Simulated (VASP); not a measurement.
Runs of VASP 6.6.1 on MgO. The structure is cubic, space group Fm-3m (No. 225). The conventional cell has a = 4.194 Å, b = 4.194 Å, c = 4.194 Å, α = 90.00°, β = 90.00°, γ = 90.00°. Mg (site symmetry m-3m) has 6 O at 2.10 Å as nearest neighbours. O (site symmetry m-3m) has 6 Mg at 2.10 Å as nearest neighbours. The cell is a database's computed one.

```csv
task,level,potentials or basis,cell,k mesh,cutoff (eV),smearing,grid for exact exchange (PRECFOCK),other keys,mesh quality,gap on the mesh (eV),pressure (GPa)
single point,LDA,"VASP PAW LDA potentials, release 64 (Mg, O)",as given,11 × 11 × 11,520,gaussian 0.02 eV,-,-,not flagged,(b),-5.8
relaxation of cell and atoms,optB86b-vdW,"VASP PAW PBE potentials, release 64 (Mg, O_s)","relaxed from: atoms moved at random, drawn with an rms of 0.02 Å",11 × 11 × 11,480,fermi-dirac 0.05 eV,-,-,not flagged,4.81,0.1
single point,PBE,"VASP PAW PBE potentials, release 64 (Mg, O)",as given,11 × 11 × 11,520,gaussian 0.1 eV,-,-,not flagged,4.85,6.2
single point,HSE03+D3(BJ),"VASP PAW PBE potentials, release 64 (Mg, O)",volume scaled by 0.8,6 × 6 × 6,600,fermi-dirac 0.05 eV,Normal,NELMDL = -8; ALGO = Damped; TIME = 0.4; ENCUT = 600,coarse,9.06,(a)
```

Alike in all rows: no spin polarisation.

Estimate the missing entries.

(a) 43.9; (b) 4.78.

Caveats: some runs use coarse meshes; the PAW data sets were made with another functional, which shifts forces and pressure a little (some runs).

